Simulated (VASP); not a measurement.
Set up this calculation in VASP 6.6.1, as the native input.

| Item | Value |
| --- | --- |
| Task | single point |
| Functional | PBEsol |
| Potentials or basis | VASP PAW PBE potentials, release 64 (O, C) |
| Cutoff | 520 eV |
| k mesh | 9 × 9 × 9 |
| Occupations | fermi-dirac, width 0.05 eV |
| Spin | no spin polarisation |
| Ladder | free |
| Further INCAR settings | ALGO = Normal; EDIFF = 1e-07; NBANDS = 25 |

The structure of CO2 lies in POSCAR:

```
CO2
1.0
   -1.9747270000      1.9747270000      3.0140580000
    1.9747270000     -1.9747270000      3.0140580000
    1.9747270000      1.9747270000     -3.0140580000
O C
4 2
Direct
    0.8805440000      0.9748830000      0.5871240000
    0.3770350000      0.2936920000      0.4197770000
    0.0450550000      0.6225340000      0.9122310000
    0.6971300000      0.1229800000      0.0922510000
    0.0130470000      0.0056720000      0.0048380000
    0.7394240000      0.2540900000      0.4906810000
```

The cell comes from a database or a generator and needn't be the stable form of this composition.

The cell isn't the ideal one: atoms moved at random, drawn with an rms of 0.05 Å.

The input as run:

INCAR

```
SYSTEM = CO2
PREC     = Accurate       ! precision mode
ENCUT    = 520            ! plane-wave cutoff, eV
EDIFF    = 1E-7           ! SCF threshold, eV
ISMEAR   = -1             ! smearing method
SIGMA    = 0.05           ! smearing width, eV
LREAL    = .False.        ! projectors in reciprocal space
LASPH    = .True.         ! aspherical terms in the spheres
NELM     = 100            ! most SCF steps
ALGO     = Normal         ! electronic algorithm
ISIF     = 2              ! what is computed and relaxed
LWAVE    = .False.        ! write WAVECAR
LCHARG   = .False.        ! write CHGCAR
GGA      = PS             ! functional
NBANDS   = 25             ! bands
KPAR     = 2
```

KPOINTS

```
regular mesh
0
Gamma
  9 9 9
  0 0 0
```

Potentials or basis: VASP PAW PBE potentials, release 64 (O, C).

Run with:

```console
$ cat potpaw_PBE.64/O/POTCAR potpaw_PBE.64/C/POTCAR > POTCAR
$ mpirun -np 2 vasp_std > vasp.out
```

It gave:

The pressure is -2.5 GPa and the largest force is 3.376 eV/Å. The band gap on the k mesh is 7.16 eV, indirect (least direct gap 7.42 eV).

Caveat: the PAW data sets were made with another functional, which shifts forces and pressure a little; an odd mesh through Γ misses points on the zone boundary, where band edges often lie.

It took 3 min on 2 MPI ranks on Intel(R) Xeon(R) Platinum 8259CL CPU @ 2.50GHz (Skylake/Cascade Lake) (shared host), peak memory 0.4 GiB a rank.
